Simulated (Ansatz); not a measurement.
Au:

```xyz
1
Lattice="0.0000 2.0350 2.0350 2.0350 0.0000 2.0350 2.0350 2.0350 0.0000" Properties=species:S:1:pos:R:3 pbc="T T T"
Au    0.0000    0.0000    0.0000
```

Base run:

* Program: Ansatz 0.2.0
* Functional: PBEsol
* Potentials or basis: Ansatz PAW
* Cutoff: 420 eV (not typed: the program's choice for these potentials)
* k mesh: 11 × 11 × 11
* Occupations: fermi-dirac, width 0.05 eV
* Spin: no spin polarisation

Its results: band gap on the k mesh none (metal or under the smearing width); pressure 1.7 GPa.

Question: The run is repeated on the same cell with these changes: potentials or basis from Ansatz PAW to JTH PAW; cutoff from 420 eV (not typed: the program's choice for these potentials) to 750 eV (not typed: the program's choice for these potentials); valence electrons from 19 to 11. What comes out?

Answer: Band gap on the k mesh none (metal or under the smearing width); pressure 2.3 GPa.

Caveats: spin-orbit coupling is left out, which moves the levels of the heavy elements; the PAW data sets come from PBE, with cores solved anew for the run's functional, which leaves a small shift of forces and pressure (some runs).
